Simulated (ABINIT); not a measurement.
# Cl (Cmce) in ABINIT: band structure with TB-mBJ

Aim: the band structure of Cl with TB-mBJ.

Everything below comes from runs of ABINIT 10.8.3 (patched build). Logs are shortened: lines on timing, memory, paths and dates and some standing lists are left out, and cuts for length are marked. The log counts tension as positive stress, the text compression.

## (1) Starting point

The structure is orthorhombic, space group Cmce (No. 64). The conventional cell has a = 6.290 Å, b = 4.500 Å, c = 8.210 Å, α = 90.00°, β = 90.00°, γ = 90.00°. Cl (site symmetry m) has 1 Cl at 2.02 Å as nearest neighbours.

## (2) Band structure, TB-mBJ

Contents of run.abi:

```
ndtset 2

pp_dirpath "./"
pseudos "Cl.LDA_PW-JTH.xml"

acell 3*1.0 Angstrom
rprim
     3.1450000000    -2.2500000000     0.0000000000
     3.1450000000     2.2500000000     0.0000000000
     0.0000000000     0.0000000000     8.2100000000
ntypat 1
znucl 17
natom 4
typat 1 1 1 1
xred
     0.3700000000     0.6300000000     0.4000000000
     0.1300000000     0.8700000000     0.9000000000
     0.6300000000     0.3700000000     0.6000000000
     0.8700000000     0.1300000000     0.1000000000
chkprim 0
chksymtnons 0
tolsym 1.0e-6

ecut 30.0
pawecutdg 52.0

ixc -208012
usekden 1
pawxcdev 0

occopt 3
tsmear 0.05 eV

nstep 100
diemix 0.3
optforces 0
optstress 0

iomode 3
prtwf 0
prteig 0
prtebands 0
enunit 1
prtden1 1
prtkden1 1
prtvha1 1
prtvclmb1 1
prtpot1 1

kptopt1 1
ngkpt1 6 6 3
nshiftk1 1
shiftk1 0.0 0.0 0.0
nband1 18
tolvrs1 1.0e-7

iscf2 -2
getden2 1
getkden2 1
nband2 24
nbdbuf2 4
tolwfr2 1.0e-11
kptopt2 -11
ndivsm2 8
prteig2 1
kptbounds2
     0.0000000000     0.0000000000     0.0000000000
     0.3779569104    -0.3779569104     0.0000000000
     0.0000000000    -0.5000000000     0.0000000000
     0.0000000000    -0.5000000000    -0.5000000000
     0.3779569104    -0.3779569104    -0.5000000000
     0.0000000000     0.0000000000    -0.5000000000
     0.0000000000     0.0000000000     0.0000000000
    -0.5000000000    -0.5000000000     0.0000000000
    -0.3779569104    -0.6220430896     0.0000000000
    -0.3779569104    -0.6220430896    -0.5000000000
    -0.5000000000    -0.5000000000    -0.5000000000
    -0.5000000000    -0.5000000000     0.0000000000
```

Potentials or basis: JTH PAW LDA v2.0.

Command:

```bash
$ mpirun --bind-to none -np 4 abinit run.abi > log 2>&1
```

run.abo:

```text
.Version 10.8.3 of ABINIT
 DATASET    1 : space group Cm c a (# 64); Bravais oC (1-face-center ortho.)
================================================================================
 Values of the parameters that define the memory need for DATASET  1.
     intxc =       0    ionmov =       0      iscf =       7    lmnmax =       8
     lnmax =       4     mgfft =      80  mpssoang =       2    mqgrid =    5037
     natom =       4  nloc_mem =       2    nspden =       1   nspinor =       1
    nsppol =       1      nsym =       8    n1xccc =       1    ntypat =       1
    occopt =       3   xclevel =       2
       mpw =        6190          nfft =      128000          nkpt =          26
Pmy_natom=         1
 PAW method is used; the additional fine FFT grid is defined by:
   mgfftf=       108    nfftf =    248832
================================================================================
================================================================================

 DATASET    2 : space group Cm c a (# 64); Bravais oC (1-face-center ortho.)
================================================================================
 Values of the parameters that define the memory need for DATASET  2.
     intxc =       0    ionmov =       0      iscf =      -2    lmnmax =       8
     lnmax =       4     mgfft =      80  mpssoang =       2    mqgrid =    5037
     natom =       4  nloc_mem =       2    nspden =       1   nspinor =       1
    nsppol =       1      nsym =       8    n1xccc =       1    ntypat =       1
    occopt =       3   xclevel =       2
       mpw =        6196          nfft =      128000          nkpt =         154
Pmy_natom=         1
 PAW method is used; the additional fine FFT grid is defined by:
   mgfftf=       108    nfftf =    248832
================================================================================
================================================================================

--------------------------------------------------------------------------------
------------- Echo of variables that govern the present computation ------------
--------------------------------------------------------------------------------
 -outvars: echo values of preprocessed input variables --------
            acell      1.8897261259E+00  1.8897261259E+00  1.8897261259E+00 Bohr
              amu      3.54527000E+01
          chkprim           0
      chksymtnons           0
           diemix      3.00000000E-01
             ecut      3.00000000E+01 Hartree
           enunit           1
           getden1          0
           getden2          1
          getkden1          0
          getkden2          1
             iscf1          7
             iscf2         -2
                       outvar_i_n : Printing only first  50 k-points.
              ixc     -208012
           jdtset        1    2
                       outvar_i_n : Printing only first  50 k-points.
           kptopt1          1
           kptopt2        -11
         kptrlatt        6    0    0      0    6    0      0    0    3
          kptrlen1     4.38451851E+01
          kptrlen2     3.00000000E+01
            natom           4
            nband1         18
            nband2         24
           nbdbuf1          0
           nbdbuf2          4
           ndtset           2
           ndivsm1          0
           ndivsm2          8
            ngfft          40      40      80
          ngfftdg          48      48     108
             nkpt1         26
             nkpt2        154
            nstep         100
             nsym           8
           ntypat           1
           occopt           3
        optforces           0
        optstress           0
        pawecutdg      5.20000000E+01 Hartree
         pawxcdev           0
        prtebands           0
           prteig1          0
           prteig2          1
          prtkden           1
           prtpot1          1
           prtpot2          0
[... 1498 lines left out ...]
 Non-SCF case, kpt  154 ( -0.50000 -0.50000  0.00000), residuals and eigenvalues=
  3.68E-12  5.44E-12  2.25E-12  7.03E-12  6.21E-12  4.12E-12  4.23E-12  3.02E-12
  6.38E-12  5.13E-12  4.72E-12  2.31E-12  2.89E-12  8.69E-12  5.47E-12  6.08E-12
  8.63E-12  4.84E-12  1.71E-12  3.65E-12  1.15E-08  1.41E-07  1.02E-07  3.50E-07
 -5.8461E-01 -5.8019E-01 -4.4154E-01 -4.3104E-01 -1.4932E-01 -1.3592E-01
 -1.0366E-01 -9.0746E-02 -8.0707E-02 -7.7342E-02 -7.9890E-03 -6.8383E-03
  5.7866E-03  1.5729E-02  1.5989E-01  1.6563E-01  4.1101E-01  4.1312E-01
  4.2805E-01  4.3364E-01  4.9735E-01  5.1026E-01  5.1126E-01  5.3256E-01

Result for kinetic energy density :

--------------------------------------------------------------------------------
 Total kinetic energy density [Ha/Bohr^3]
)     Maximum=    7.4956E-01  at reduced coord.    0.1042    0.8958    0.9074
)     Minimum=    5.1102E-04  at reduced coord.    0.2500    0.4792    0.1389
   Integrated=    2.5680E+01
--------------------------------------------------------------------------------

--- !ResultsGS
iteration_state: {dtset: 2, }
comment   : Summary of ground state results
lattice_vectors:
- [  5.9431887,  -4.2518838,   0.0000000, ]
- [  5.9431887,   4.2518838,   0.0000000, ]
- [  0.0000000,   0.0000000,  15.5146515, ]
lattice_lengths: [   7.30753,    7.30753,   15.51465, ]
lattice_angles: [ 90.000,  90.000,  71.161, ] # degrees, (23, 13, 12)
lattice_volume:   7.8410265E+02
convergence: {deltae:  0.000E+00, res2:  0.000E+00, residm:  9.997E-12, diffor:  0.000E+00, }
etotal    :  -4.72886537E+01
entropy   :   0.00000000E+00
fermie    :   6.73679950E-02
cartesian_stress_tensor: null
pressure_GPa: null
xred      :
- [  3.7000E-01,   6.3000E-01,   4.0000E-01, Cl]
- [  1.3000E-01,   8.7000E-01,   9.0000E-01, Cl]
- [  6.3000E-01,   3.7000E-01,   6.0000E-01, Cl]
- [  8.7000E-01,   1.3000E-01,   1.0000E-01, Cl]
cartesian_forces: null
force_length_stats: {min: null, max: null, mean: null, }
...

 Integrated electronic density in atomic spheres:
 ------------------------------------------------
 Atom  Sphere_radius  Integrated_density
    1        1.80365          4.39674829
    2        1.80365          4.39674829
    3        1.80365          4.39674829
    4        1.80365          4.39674829

================================================================================

 ----iterations are completed or convergence reached----

 Mean square residual over all n,k,spin=   51.836E-13; max=  99.973E-13
 reduced coordinates (array xred) for    4 atoms
       0.370000000000      0.630000000000      0.400000000000
       0.130000000000      0.870000000000      0.900000000000
       0.630000000000      0.370000000000      0.600000000000
       0.870000000000      0.130000000000      0.100000000000

 cartesian coordinates (angstrom) at end:
    1      3.14500000000000     0.58500000000000     3.28400000000000
    2      3.14500000000000     1.66500000000000     7.38900000000000
    3      3.14500000000000    -0.58500000000000     4.92600000000000
    4      3.14500000000000    -1.66500000000000     0.82100000000000
 length scales=  1.889726125908  1.889726125908  1.889726125908 bohr
              =  1.000000000000  1.000000000000  1.000000000000 angstroms
 Eigenvalues (   eV  ) for nkpt= 154  k points:
 kpt#   1, nband= 24, wtk=  1.00000, kpt=  0.0000  0.0000  0.0000 (reduced coord)
 -16.08357  -15.92091  -12.12588  -11.70682   -4.18679   -3.55854   -1.93454   -1.90604
  -1.62988   -1.62682   -0.08733    0.13207    0.32142    0.35952    4.31916    4.74334
  10.76231   10.89584   11.19166   12.12592   12.60279   12.81506   13.39120   13.40067
 kpt#   2, nband= 24, wtk=  1.00000, kpt=  0.0151 -0.0151  0.0000 (reduced coord)
 -16.08261  -15.92051  -12.12527  -11.70795   -4.18667   -3.55966   -1.93763   -1.91075
  -1.63165   -1.62968   -0.08292    0.13496    0.32018    0.35952    4.31913    4.74297
  10.75834   10.90327   11.21522   12.12431   12.60159   12.80582   13.37629   13.43642
 kpt#   3, nband= 24, wtk=  1.00000, kpt=  0.0302 -0.0302  0.0000 (reduced coord)
 -16.08000  -15.91960  -12.12382  -11.71154   -4.18632   -3.56310   -1.94671   -1.92456
  -1.63823   -1.63697   -0.07006    0.14332    0.31650    0.35947    4.31907    4.74186
  10.75127   10.92531   11.28079   12.11871   12.59936   12.78078   13.34946   13.45394
 kpt#   4, nband= 24, wtk=  1.00000, kpt=  0.0454 -0.0454  0.0000 (reduced coord)
 -16.07545  -15.91788  -12.12117  -11.71733   -4.18563   -3.56890   -1.96115   -1.94639
  -1.65239   -1.64580   -0.04966    0.15633    0.31044    0.35941    4.31945    4.74003
  10.75021   10.96150   11.37852   12.10703   12.59976   12.74526   13.33795   13.50104
 kpt#   5, nband= 24, wtk=  1.00000, kpt=  0.0605 -0.0605  0.0000 (reduced coord)
[... 585 lines left out ...]
  -2.17728   -2.09353   -0.20384   -0.14069    0.12284    0.38981    4.35360    4.48952
  11.25516   11.35973   11.79215   11.86488   13.18111   13.54931   14.28720   14.37796
 kpt# 152, nband= 24, wtk=  1.00000, kpt= -0.5000 -0.5000 -0.1111 (reduced coord)
 -15.90458  -15.79143  -12.00633  -11.73790   -4.05471   -3.71315   -2.81183   -2.48228
  -2.18751   -2.09920   -0.21153   -0.16553    0.14175    0.41085    4.35192    4.49898
  11.21509   11.29560   11.71402   11.82889   13.33159   13.71748   14.12435   14.44942
 kpt# 153, nband= 24, wtk=  1.00000, kpt= -0.5000 -0.5000 -0.0556 (reduced coord)
 -15.90718  -15.78867  -12.01277  -11.73142   -4.06105   -3.70233   -2.81848   -2.47261
  -2.19396   -2.10318   -0.21595   -0.18088    0.15348    0.42369    4.35105    4.50490
  11.19174   11.25531   11.66473   11.80715   13.46656   13.83916   13.98167   14.48338
 kpt# 154, nband= 24, wtk=  1.00000, kpt= -0.5000 -0.5000  0.0000 (reduced coord)
 -15.90804  -15.78766  -12.01495  -11.72915   -4.06314   -3.69861   -2.82070   -2.46932
  -2.19615   -2.10459   -0.21739   -0.18608    0.15746    0.42801    4.35081    4.50692
  11.18413   11.24160   11.64787   11.79988   13.53356   13.88496   13.91207   14.49170

== END DATASET(S) ==============================================================
================================================================================

 -outvars: echo values of variables after computation  --------
            acell      1.8897261259E+00  1.8897261259E+00  1.8897261259E+00 Bohr
           etotal1    -4.7288653670E+01
            fcart1     9.9999999999E+99  9.9999999999E+99  9.9999999999E+99
                       9.9999999999E+99  9.9999999999E+99  9.9999999999E+99
                       9.9999999999E+99  9.9999999999E+99  9.9999999999E+99
                       9.9999999999E+99  9.9999999999E+99  9.9999999999E+99
            rprim      3.1450000000E+00 -2.2500000000E+00  0.0000000000E+00
                       3.1450000000E+00  2.2500000000E+00  0.0000000000E+00
                       0.0000000000E+00  0.0000000000E+00  8.2100000000E+00
           strten1     9.9999999999E+99  9.9999999999E+99  9.9999999999E+99
                       9.9999999999E+99  9.9999999999E+99  9.9999999999E+99
           xangst      3.1450000000E+00  5.8500000000E-01  3.2840000000E+00
                       3.1450000000E+00  1.6650000000E+00  7.3890000000E+00
                       3.1450000000E+00 -5.8500000000E-01  4.9260000000E+00
                       3.1450000000E+00 -1.6650000000E+00  8.2100000000E-01
             xred      3.7000000000E-01  6.3000000000E-01  4.0000000000E-01
                       1.3000000000E-01  8.7000000000E-01  9.0000000000E-01
                       6.3000000000E-01  3.7000000000E-01  6.0000000000E-01
                       8.7000000000E-01  1.3000000000E-01  1.0000000000E-01
 Calculation completed.
```

Wall time 8.1 min (4 MPI ranks of Intel Xeon 6975P-C (Granite Rapids), shared host); peak memory 1.1 GiB.

What came out:

```yaml
Band_gap_on_the_k_mesh: 3.89 eV, indirect (least direct gap 3.92 eV)
Band_gap_along_the_path: 3.89 eV, indirect (least direct gap 3.92 eV)
Valence_electrons_inside_the_program's_atomic_spheres: Cl 4.40 (radii [0.9544] Å)
```

Levels at the corners of the path, in eV from the valence-band top:
```
point  band 10  band 11  band 12  band 13  band 14  band 15  band 16  band 17  band 18  band 19
    Γ    -2.05    -0.52    -0.30    -0.11    -0.07     3.89     4.32    10.33    10.47    10.76
    X    -2.62    -0.54    -0.47    -0.16    -0.01     3.98     4.10    10.75    11.35    11.82
    S    -2.27    -0.30    -0.30    -0.11    -0.11     4.13     4.13    10.78    10.78    12.09
    R    -2.29    -0.28    -0.28    -0.02    -0.02     4.09     4.09    11.05    11.05    11.87
    A    -2.70    -0.29    -0.29    -0.27    -0.27     4.03     4.03    11.50    11.50    11.87
    Z    -2.06    -0.46    -0.46    -0.09    -0.09     4.08     4.08    10.59    10.59    11.75
    Γ    -2.05    -0.52    -0.30    -0.11    -0.07     3.89     4.32    10.33    10.47    10.76
    Y    -2.53    -0.65    -0.61    -0.27     0.00     3.92     4.08    10.76    10.81    11.22
   X1    -2.62    -0.54    -0.47    -0.16    -0.01     3.98     4.10    10.75    11.35    11.82
   A1    -2.70    -0.29    -0.29    -0.27    -0.27     4.03     4.03    11.50    11.50    11.87
    T    -2.52    -0.50    -0.50    -0.29    -0.29     3.97     3.97    11.29    11.29    11.92
    Y    -2.53    -0.65    -0.61    -0.27     0.00     3.92     4.08    10.76    10.81    11.22
```

Caveat: the constant c of TB-mBJ comes from the pseudo density here, which moves gaps by up to 0.3 eV between sets of potentials; the PAW data sets were made with another functional, which shifts forces and pressure a little.
